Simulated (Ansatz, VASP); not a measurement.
# One calculation of GaAs, two programs

Contents of INCAR:

```
  PREC = Accurate
  ENCUT = 520
  EDIFF = 1E-7
  ISMEAR = -1
  SIGMA = 0.02
  LREAL = F
  LASPH = T
  NELM = 80
  ALGO = Normal
  ISIF = 2
  LWAVE = F
  LCHARG = F
  GGA = PE
  NBANDS = 26
```

KPOINTS

```
regular mesh
0
Gamma
  8 5 8
```

The input POSCAR:

```
GaAs
1.0
   -2.8723074153      2.8723074153      0.0000000000
    0.0000000000      0.0000000000      5.7446148306
    2.8723074153      2.8723074153      0.0000000000
Ga As
2 2
Direct
    0.0000000000      0.0000000000      0.0000000000
    0.5000000000      0.5000000000      0.5000000000
    0.0000000000      0.2500000000      0.5000000000
    0.5000000000      0.7500000000      0.0000000000
```

Input for Ansatz:

```yaml
crystal:
  lattice:
    - [-2.8723074153, 2.8723074153, 0.0]
    - [0.0, 0.0, 5.7446148306]
    - [2.8723074153, 2.8723074153, 0.0]
  atoms:
    - { symbol: Ga, position: [0.0, 0.0, 0.0] }
    - { symbol: Ga, position: [0.5, 0.5, 0.5] }
    - { symbol: As, position: [0.0, 0.25, 0.5] }
    - { symbol: As, position: [0.5, 0.75, 0.0] }
kpoints:
  mp_grid: { grid: [8, 5, 8] }
scf:
  occupations: { method: fermi_dirac, width: 0.02 }
hamiltonian:
  xc: pbe
  pseudopotentials: { kind: all_electron, lapw: { basis_error: 0.001 } }
output:
  forces: true
  stress: true
  eigenvalues: true
```

Alike in both runs: task single point; functional PBE; k mesh 8 × 5 × 8; occupations fermi-dirac, width 0.02 eV; no spin polarisation.

```csv
,VASP,Ansatz
version,VASP 6.6.1,Ansatz 0.2.0
potentials or method,"VASP PAW PBE potentials, release 64 (Ga_d, As)","all-electron LAPW, scalar-relativistic"
plane-wave cutoff (eV),520,see its input
```

Ansatz gave:

| Quantity | Value |
| --- | --- |
| pressure (GPa) | 0.0 |

What did VASP give for the same quantities?

Pressure (GPa): 0.2.

Ansatz ran all-electron here, so the differences hold the error of VASP's frozen core and of both bases.
